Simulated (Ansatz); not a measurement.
# Si (I4_1/amd) in Ansatz: a series of runs

The runs below take Si through band structure, single point, equation of state, with LDA.

Program: Ansatz 0.2.0. These are calculated values, not measurements. Logs are shortened: lines on timing, memory, paths and dates and some standing lists are left out, and cuts for length are marked.

## 1. The structure

Symmetry: I4_1/amd, No. 141, tetragonal system. The conventional cell has a = 4.743 Å, b = 4.743 Å, c = 2.659 Å, α = 90.00°, β = 90.00°, γ = 90.00°. Si (site symmetry -4m2) is surrounded by 6 Si at 2.46 to 2.66 Å.

This isn't the form of Si at room conditions, which is diamond.

## 2. Band structure, LDA

File input.yaml:

```yaml
crystal:
  lattice:
    - [-2.3713723045, 2.3713723045, 1.3292653899]
    - [2.3713723045, -2.3713723045, 1.3292653899]
    - [2.3713723045, 2.3713723045, -1.3292653899]
  atoms:
    - { symbol: Si, position: [0.5, 0.5, 0.0] }
    - { symbol: Si, position: [0.25, 0.75, 0.5] }
hamiltonian:
  xc: lda
  pseudopotentials: { kind: paw }
kpoints:
  mp_grid: { grid: [11, 11, 11] }
  band_path:
    path:
      - [[0.0, 0.0, 0.0], [0.0, 0.0, 0.5], [-0.5, 0.5, 0.5], [0.0, 0.0, 0.0], [0.3285532063, 0.3285532063, -0.3285532063], [0.25, 0.25, 0.25], [0.0, 0.5, 0.0], [-0.3285532063, 0.6714467937, 0.3285532063], [-0.5, 0.5, 0.5]]
      - [[0.0, 0.0, 0.5], [0.25, 0.25, 0.25]]
    npoints: 14
scf:
  occupations: { method: fermi_dirac, width: 0.05 }
  n_extra_bands: 6
output:
  forces: true
  stress: true
  eigenvalues: true
  fatbands: true
```

Potentials or basis: Ansatz PAW.

Started as:

```bash
$ ansatz run input.yaml --threads 2 --pin off --max-ram 5632MiB --backend cpu --events-out ev --progress --plain --runs-dir out
```

What it wrote:

```text
Warning: RAYON_NUM_THREADS=2 ignored (pool sized by the plan → 2); use --threads N
scf.n_extra_bands = 6 over 4 filled bands (N_el = 8.0): the run solves 10 bands
Engine: ansatz 0.2.0, x86_64-unknown-linux-gnu
Pseudopotentials: kind: paw
Pseudopotential: Si, paw, valence charge 4, recommended cutoff 420 eV (normal), Si.paw.azcp
Functional definition: SPW92
  exchange = slater_x
  correlation = pw_c
Crystal: 2 atoms, lattice volume = 29.900 Å³
Basis set: ecut = 420 eV, 581 PW (Γ)
Bands: 10, of which v1, the nominal top of the filled ones, is band 4 counted from 1 (3 counted from 0)
Symmetry: 16 space group operations
Space group: I41/amd (ITA 141), of the structure as read, at distance tolerance 3.1e-5 Å
k-points: 126 of 1331
Non-local potential: Si, projectors of the file, l = 0: 2, l = 1: 2, l = 2: 2
PAW form: soft (Blöchl's): semilocal exchange-correlation on the pseudo side does not see the compensation charge
PAW frozen core: Si, regenerated for the run's functional, and the local potential with it (the file was generated under x = pbe(κ = 0.804, μ = 0.2195149727645171), c = pbe(β = 0.06672455060314922))
PAW one-centre angular grid: Si, 110 points (default); XC on 64 Gauss nodes
Initial density: superposition of atomic densities (neutral atoms: chi_scale 0, normalization atom), corrected by the library's trained network
Initial wavefunctions: pseudopotential atomic-orbital guess
Functional: x = slater, c = lda
SCF iter   1: F=—  HF=-1216.872216 eV  |F-HF|=—  |Δ(HF+E_count)|=         —  Δρ=4.77e-3  dr2=5.39e-3  ethr=1.77e-3  ⟨swp⟩=5.3  Hψ=9380  notcnv=0  defer=8
preconditioner: auto → none  [metal: Δε(μ)=0.028 eV  Ē_g=11.931 eV  σ=0.050 eV  W_gap=0.14  n_scr=4 (ndim 8)  ℏωp=19.2 eV  f_vac=0.000  D(μ)=0.83/eV (n_scr^D=4)  sad-step TF]
SCF iter   2: F=—  HF=-1216.870555 eV  |F-HF|=—  |Δ(HF+E_count)|=   1.66e-3  Δρ=2.79e-3  dr2=1.92e-3  ethr=6.74e-5  ⟨swp⟩=1.0  Hψ=2269  notcnv=0  defer=62
SCF iter   3: F=—  HF=-1216.869742 eV  |F-HF|=—  |Δ(HF+E_count)|=   8.13e-4  Δρ=1.27e-4  dr2=4.61e-6  ethr=2.41e-5  ⟨swp⟩=2.0  Hψ=1619  notcnv=0  defer=62
SCF iter   4: F=—  HF=-1216.869740 eV  |F-HF|=—  |Δ(HF+E_count)|=   2.07e-6  Δρ=2.58e-5  dr2=2.14e-7  ethr=5.76e-8  ⟨swp⟩=2.4  Hψ=1570  notcnv=0  defer=62
iter 5 did not close the SCF: its close was put off for the readings that it lacked (scf_convergence_deferred on its scf_iter line)
SCF iter   5: F=-1216.869740 eV  HF=-1216.869740 eV  |F-HF|=2.43e-9  |Δ(HF+E_count)|=   1.02e-7  Δρ=3.25e-6  dr2=3.63e-9  ethr=2.68e-9  ⟨swp⟩=2.0  Hψ=1617  notcnv=0  defer=62
SCF iter   6: F=-1216.869740 eV  HF=-1216.869740 eV  |F-HF|=4.55e-13  |Δ(HF+E_count)|=   1.97e-9  Δρ=2.60e-7  dr2=1.00e-11  ethr=4.54e-11  ⟨swp⟩=4.5  Hψ=5605  notcnv=0
SCF 1 converged in 6 iterations: F = -1216.869740 eV  dr2 = 1.00e-11
NSCF: frozen V_eff on 128 k-points
SCF converged after 6 iterations
Free energy (F): -1216.869740 eV
Harris-Foulkes:  -1216.869740 eV  (|F-HF|=4.55e-13)
Internal energy: -1216.862902 eV  (E = F + TS)
E sigma→0 (E₀):  -1216.866321 eV
Entropy (-TS):   -0.006838 eV (-3.419 meV/atom)
Fermi energy:    9.735159 eV
--- Per-component energies (eV) ---
  E_band       = 33.976833
  E_kinetic    = 83.115229
  E_local      = -5.610804  (includes V_loc(G=0)·N_el)
  E_nonlocal   = 53.345296
  E_hartree    = 2.415917
  E_xc         = -111.388417
  E_vxc        = -96.539600  (∫ρ·V_xc dr)
  E_paw        = -971.636064  (= ΣΔE_a)
  E_vpaw       = -5.165136  (= ΣTr[D̂ρ^β])
  E_aug_tail   = 0.000012  (compensation charges beyond the density's cutoff)
  E_ewald      = -267.272733
  E_core_change = 0.168661  (= ΣΔE_core)
  E_smearing   = -0.006838  (= −TS)
  E_closure    = 0.000000  (closes the sum)
  Σ components = -1216.869740   (vs F -1216.869740, Δ=0.00e0)
--- Forces (eV/Å), atoms counted from 1 ---
  atom   1  Si    -0.00000000     0.00000000     0.00000000
  atom   2  Si    -0.00000000     0.00000000     0.00000000
  max |Σ_I F_I| component: 4.16e-17 eV/Å
--- Stress (GPa, compression-positive) ---
       -0.435501      -0.000000      -0.000000
       -0.000000      -0.435501       0.000000
        0.000000       0.000000      -1.707466
  P = ⅓ Tr σ = -0.8595 GPa (-8.595 kbar)
--- Band table (eV; the first three rows and the last of 126) ---
  k-point 0: bands = ["-4.1316", "7.3073", "7.3073", "7.9358", "11.3256", "17.2332", "18.7243", "18.7602", "18.7602", "19.9893"]
  k-point 1: bands = ["-4.0262", "5.8658", "7.4020", "8.9335", "12.0329", "16.2215", "18.1462", "18.6044", "19.1742", "19.9866"]
  k-point 2: bands = ["-3.7104", "4.1073", "7.6860", "9.6629", "13.8370", "14.7033", "16.9072", "18.3301", "18.8963", "19.8148"]
  k-point 125: bands = ["0.9124", "1.5338", "2.9586", "3.5724", "15.2470", "15.2633", "22.1155", "22.5941", "23.5182", "23.7713"]
```

Run time: 2 s. Hardware: 2 threads of AMD EPYC 7R13 (Zen 3), shared host; peak memory 0.35 GiB.

Results:

```yaml
Free_energy: -1216.8697 eV
Pressure: -0.9 GPa
Band_gap_on_the_k_mesh: none (metal or under the smearing width)
```

Levels at the corners of the path, in eV from the Fermi level:
```tsv
point	band 2	band 3	band 4	band 5	band 6	band 7
Γ	-2.43	-2.43	-1.80	1.59	7.50	8.99
X	-10.71	0.42	0.42	2.73	2.73	8.04
M	-8.25	-6.83	-6.83	5.48	5.48	13.13
Γ	-2.43	-2.43	-1.80	1.59	7.50	8.99
Z	-5.89	-4.65	-4.62	-4.62	6.09	6.31
P	-6.34	-5.18	-5.18	4.20	4.20	6.16
N	-6.87	-2.10	-1.82	-1.53	1.07	4.54
Z1	-5.89	-4.65	-4.62	-4.62	6.09	6.31
M	-8.25	-6.83	-6.83	5.48	5.48	13.13
X	-10.71	0.42	0.42	2.73	2.73	8.04
P	-6.34	-5.18	-5.18	4.20	4.20	6.16
```

Caveat: the PAW data sets come from PBE, with cores solved anew for the run's functional, which leaves a small shift of forces and pressure.

## 3. Single point, LDA, 14.05 Å³/atom (volume scaled by 0.94)

File input.yaml:

```yaml
crystal:
  lattice:
    - [-2.3229633681, 2.3229633681, 1.3021299107]
    - [2.3229633681, -2.3229633681, 1.3021299107]
    - [2.3229633681, 2.3229633681, -1.3021299107]
  atoms:
    - { symbol: Si, position: [0.5, 0.5, 0.0] }
    - { symbol: Si, position: [0.25, 0.75, 0.5] }
hamiltonian:
  xc: lda
  pseudopotentials: { kind: paw }
kpoints:
  mp_grid: { grid: [11, 11, 11] }
scf:
  occupations: { method: fermi_dirac, width: 0.05 }
output:
  forces: true
  stress: true
  eigenvalues: true
```

Potentials or basis: Ansatz PAW.

Started as:

```bash
$ ansatz run input.yaml --threads 2 --pin off --max-ram 5632MiB --backend cpu --events-out ev --progress --plain --runs-dir out
```

Run time: 0.87 s. Hardware: 2 threads of AMD EPYC 7R13 (Zen 3), shared host; peak memory 0.35 GiB.

The run converged. Its results:

- Free energy: -1216.8368 eV
- Pressure: 7.2 GPa
- Band gap on the k mesh: none (metal or under the smearing width)

Caveat: the PAW data sets come from PBE, with cores solved anew for the run's functional, which leaves a small shift of forces and pressure.

## 4. Single point, LDA, 14.35 Å³/atom (volume scaled by 0.96)

File input.yaml:

```yaml
crystal:
  lattice:
    - [-2.339322804, 2.339322804, 1.3113001418]
    - [2.339322804, -2.339322804, 1.3113001418]
    - [2.339322804, 2.339322804, -1.3113001418]
  atoms:
    - { symbol: Si, position: [0.5, 0.5, 0.0] }
    - { symbol: Si, position: [0.25, 0.75, 0.5] }
hamiltonian:
  xc: lda
  pseudopotentials: { kind: paw }
kpoints:
  mp_grid: { grid: [11, 11, 11] }
scf:
  occupations: { method: fermi_dirac, width: 0.05 }
output:
  forces: true
  stress: true
  eigenvalues: true
  write_density: true
  write_potential: true
  elf: true
  volumetric_format: npy
```

Started as:

```bash
$ ansatz run input.yaml --threads 2 --pin off --max-ram 5632MiB --backend cpu --events-out ev --progress --plain --runs-dir out
```

Wall time 1.4 s (2 threads of AMD EPYC 7R13 (Zen 3), shared host); peak memory 0.35 GiB.

The run converged. Its results:

```
Free energy            : -1216.8580 eV
Pressure               : 4.2 GPa
Band gap on the k mesh : none (metal or under the smearing width)
```

Caveat: the PAW data sets come from PBE, with cores solved anew for the run's functional, which leaves a small shift of forces and pressure.

## 5. Single point, LDA, 14.65 Å³/atom (volume scaled by 0.98)

File input.yaml:

```yaml
crystal:
  lattice:
    - [-2.3554565746, 2.3554565746, 1.3203438769]
    - [2.3554565746, -2.3554565746, 1.3203438769]
    - [2.3554565746, 2.3554565746, -1.3203438769]
  atoms:
    - { symbol: Si, position: [0.5, 0.5, 0.0] }
    - { symbol: Si, position: [0.25, 0.75, 0.5] }
hamiltonian:
  xc: lda
  pseudopotentials: { kind: paw }
kpoints:
  mp_grid: { grid: [11, 11, 11] }
scf:
  occupations: { method: fermi_dirac, width: 0.05 }
output:
  forces: true
  stress: true
  eigenvalues: true
```

Started as:

```bash
$ ansatz run input.yaml --threads 2 --pin off --max-ram 5632MiB --backend cpu --events-out ev --progress --plain --runs-dir out
```

Wall time 1.2 s (2 threads of AMD EPYC 7R13 (Zen 3), shared host); peak memory 0.32 GiB.

It converged, with:

```yaml
Free_energy: -1216.8686 eV
Pressure: 1.5 GPa
Band_gap_on_the_k_mesh: none (metal or under the smearing width)
```

Caveat: the PAW data sets come from PBE, with cores solved anew for the run's functional, which leaves a small shift of forces and pressure.

## 6. Single point, LDA, 14.95 Å³/atom

Changes to input.yaml since step 5:

```diff
@@ -2,5 +2,5 @@
   lattice:
-    - [-2.3554565746, 2.3554565746, 1.3203438769]
-    - [2.3554565746, -2.3554565746, 1.3203438769]
-    - [2.3554565746, 2.3554565746, -1.3203438769]
+    - [-2.3713723045, 2.3713723045, 1.3292653899]
+    - [2.3713723045, -2.3713723045, 1.3292653899]
+    - [2.3713723045, 2.3713723045, -1.3292653899]
   atoms:
```

Potentials or basis: Ansatz PAW.

Started as:

```bash
$ ansatz run input.yaml --threads 2 --pin off --max-ram 5632MiB --backend cpu --events-out ev --progress --plain --runs-dir out
```

Wall time 1.2 s (2 threads of AMD EPYC 7R13 (Zen 3), shared host); peak memory 0.35 GiB.

Results (log left out):

| Quantity | Value |
| --- | --- |
| Free energy | -1216.8697 eV |
| Pressure | -0.9 GPa |
| Band gap on the k mesh | none (metal or under the smearing width) |

Caveat: the PAW data sets come from PBE, with cores solved anew for the run's functional, which leaves a small shift of forces and pressure.

## 7. Single point, LDA, 15.25 Å³/atom (volume scaled by 1.02)

File input.yaml:

```yaml
crystal:
  lattice:
    - [-2.3870772145, 2.3870772145, 1.3380687285]
    - [2.3870772145, -2.3870772145, 1.3380687285]
    - [2.3870772145, 2.3870772145, -1.3380687285]
  atoms:
    - { symbol: Si, position: [0.5, 0.5, 0.0] }
    - { symbol: Si, position: [0.25, 0.75, 0.5] }
hamiltonian:
  xc: lda
  pseudopotentials: { kind: paw }
kpoints:
  mp_grid: { grid: [11, 11, 11] }
scf:
  occupations: { method: fermi_dirac, width: 0.05 }
output:
  forces: true
  stress: true
  eigenvalues: true
  write_density: true
  write_potential: true
  elf: true
  volumetric_format: npy
```

Started as:

```bash
$ ansatz run input.yaml --threads 2 --pin off --max-ram 5632MiB --backend cpu --events-out ev --progress --plain --runs-dir out
```

Wall time 1.6 s (2 threads of AMD EPYC 7R13 (Zen 3), shared host); peak memory 0.36 GiB.

It converged, with:

```yaml
Free_energy: -1216.8625 eV
Pressure: -3.0 GPa
Band_gap_on_the_k_mesh: none (metal or under the smearing width)
```

Caveat: the PAW data sets come from PBE, with cores solved anew for the run's functional, which leaves a small shift of forces and pressure.

## 8. Single point, LDA, 15.55 Å³/atom (volume scaled by 1.04)

File input.yaml:

```yaml
crystal:
  lattice:
    - [-2.4025781503, 2.4025781503, 1.3467577299]
    - [2.4025781503, -2.4025781503, 1.3467577299]
    - [2.4025781503, 2.4025781503, -1.3467577299]
  atoms:
    - { symbol: Si, position: [0.5, 0.5, 0.0] }
    - { symbol: Si, position: [0.25, 0.75, 0.5] }
hamiltonian:
  xc: lda
  pseudopotentials: { kind: paw }
kpoints:
  mp_grid: { grid: [11, 11, 11] }
scf:
  occupations: { method: fermi_dirac, width: 0.05 }
output:
  forces: true
  stress: true
  eigenvalues: true
```

Started as:

```bash
$ ansatz run input.yaml --threads 2 --pin off --max-ram 5632MiB --backend cpu --events-out ev --progress --plain --runs-dir out
```

Wall time 1.3 s (2 threads of AMD EPYC 7R13 (Zen 3), shared host); peak memory 0.35 GiB.

Results (log left out):

```
Free energy            : -1216.8477 eV
Pressure               : -4.9 GPa
Band gap on the k mesh : none (metal or under the smearing width)
```

Caveat: the PAW data sets come from PBE, with cores solved anew for the run's functional, which leaves a small shift of forces and pressure.

## 9. Single point, LDA, 15.85 Å³/atom (volume scaled by 1.06)

Changes to input.yaml since step 8:

```diff
@@ -2,5 +2,5 @@
   lattice:
-    - [-2.4025781503, 2.4025781503, 1.3467577299]
-    - [2.4025781503, -2.4025781503, 1.3467577299]
-    - [2.4025781503, 2.4025781503, -1.3467577299]
+    - [-2.4178816084, 2.4178816084, 1.3553360359]
+    - [2.4178816084, -2.4178816084, 1.3553360359]
+    - [2.4178816084, 2.4178816084, -1.3553360359]
   atoms:
```

Potentials or basis: Ansatz PAW.

Started as:

```bash
$ ansatz run input.yaml --threads 2 --pin off --max-ram 5632MiB --backend cpu --events-out ev --progress --plain --runs-dir out
```

Wall time 1.1 s (2 threads of AMD EPYC 7R13 (Zen 3), shared host); peak memory 0.36 GiB.

The run converged. Its results:

```yaml
Free_energy: -1216.8263 eV
Pressure: -6.6 GPa
Band_gap_on_the_k_mesh: none (metal or under the smearing width)
```

Caveat: the PAW data sets come from PBE, with cores solved anew for the run's functional, which leaves a small shift of forces and pressure.

## 10. Equation of state, LDA

No new run: the results of the series are fitted here.

What came out:

```yaml
Equilibrium_volume: 14.84 Å³/atom
Bulk_modulus_at_fixed_shape_and_positions: 117 GPa
Pressure_derivative_of_the_bulk_modulus: 4.7
```

Energy against volume, from the lowest point:
```tsv
volume (Å³/atom)	energy (meV/atom)
14.053	16.49
14.352	5.89
14.651	0.58
14.950	0.00
15.249	3.63
15.548	11.01
15.847	21.73
```

Caveat: the cell was scaled at fixed shape and fractional positions, which overstates the stiffness of a crystal with free parameters, most of all of layers and chains.
